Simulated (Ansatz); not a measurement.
CsI built on the CsCl prototype, relaxed with r2SCAN, was run in the plane-wave code Ansatz under altered settings. All numbers are computed, without spin polarisation but where a row says otherwise.

```
Cs I
1.0
     4.60814    0.00000    0.00000
     0.00000    4.60814    0.00000
     0.00000    0.00000    4.60814
Cs I
1 1
Direct
  0.00000 0.00000 0.00000
  0.50000 0.50000 0.50000
```

The base run's other keys:
```yaml
kpoints:
  mp_grid: { grid: [4, 4, 4] }
hamiltonian:
  xc: hse06
scf:
  occupations: { method: fixed }
  n_extra_bands: 4
```

It takes 10 iterations with 1935 plane waves at 420 eV and 10 k points, and leaves a mean stress of +0.21 GPa. The gap over this mesh is 4.794 eV. It ran on 4 threads of Arm Neoverse N1, on a shared host.

Outcomes, with energy and stress as changes against the base:

| setting | outcome | ΔF (meV/atom) | Δ mean stress (GPa) | gap on the mesh (eV) | iterations | wall time |
| --- | --- | --- | --- | --- | --- | --- |
| hamiltonian.xc: pbe0 | converged | – | 0.0 | 5.476 | 10 | 22 s |
| hamiltonian.xc: cam_b3lyp | converged | – | +0.4 | 7.516 | 11 | 26 s |
| PBE hybrid, exx coeff 0.5, omega 0.3 1/Å | converged | – | -0.2 | 5.402 | 11 | 24 s |
| PBE hybrid, exx coeff 0.35, omega 0.1 1/Å | converged | – | -0.1 | 5.658 | 10 | 23 s |
| basis.ecutrho_ratio: 8 | converged | 0.0 | 0.0 | 4.794 | 10 | 27 s |

A dash marks a value that wasn't obtained or can't be compared. Stress is positive in compression. The base took 22 s.

- hamiltonian.xc: pbe0. The mean stress moves by 0.0 GPa and the gap on the mesh by +0.681 eV (to 5.476). It's another functional on the same cell, so totals aren't comparable.
- hamiltonian.xc: cam_b3lyp. The mean stress moves by +0.4 GPa and the gap on the mesh by +2.722 eV (to 7.516). It's another functional on the same cell, so totals aren't comparable.
- PBE hybrid, exx coeff 0.5, omega 0.3 1/Å. That is 50 % exact exchange, screened with ω = 0.3 1/Å, against HSE06's 25 % screened at 0.208 1/Å. The mean stress moves by -0.2 GPa and the gap on the mesh by +0.607 eV (to 5.402). Totals of different functionals aren't comparable.
- PBE hybrid, exx coeff 0.35, omega 0.1 1/Å. That is 35 % exact exchange, screened with ω = 0.1 1/Å, against HSE06's 25 % screened at 0.208 1/Å. The mean stress moves by -0.1 GPa and the gap on the mesh by +0.864 eV (to 5.658). Totals of different functionals aren't comparable. The program warns that on this mesh the truncation of the exchange isn't bounded, so part of the change can be an error of the mesh.

Within 1 meV an atom, 0.1 GPa and 0.005 eV of the base stay: basis.ecutrho_ratio: 8.

Spin-orbit coupling is left out, which matters wherever the heavy atoms make up the band edges.

The program warns that its thresholds are loose for a hybrid's stress.

The meshes of the hybrids are coarse, so their gaps aren't converged to the digits shown.
